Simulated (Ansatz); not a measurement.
# InAs: energy along a strain

InAs, F-43m, a = 6.048 Å (as given, not relaxed at this level: 3.9 GPa). Ansatz: PBE, PAW, 420 eV, Γ-centred 14×14×14 mesh on 2 atoms, Gaussian smearing 0.15 eV; no spin polarisation. Cell vectors (Å): 0.000 3.024 3.024; 3.024 0.000 3.024; 3.024 3.024 0.000. The cell is strained by x per cent times the pattern (0 0 1 0 0 0) in the order xx yy zz yz xz xy (engineering shears), with fractional coordinates held. y is the free energy over the start, V0 = 27.653 Å³/atom.

```
x (%) y (meV/atom)
-4.00             ?
-3.00         26.99
-2.00         16.43
-1.00          7.44
 0.00          0.00
 1.00         -5.93
 2.00        -10.38
 3.00        -13.39
 3.50        -14.37
 4.00        -15.00
```

Fit y = c1 x + c2 x² + c3 x³ to the other rows, get the stiffness along the pattern, and predict the missing energy.

Least squares on the rows shown. y = −6.6784 x + 0.75551 x² − 0.0058349 x³. The clamped-ion stiffness p·C·p = 2 × 7.555 eV × 160.2 / 27.653 Å³ = 88 GPa, which is C33 in these axes (C11 of the cubic crystal) (second derivative at the start, which stands under stress). At x = -4.00 the fit asked for gives 39.18 meV/atom. The run gave 39.16 meV/atom, so the fit is 0.02 meV/atom too high, a small miss on the scale of the series.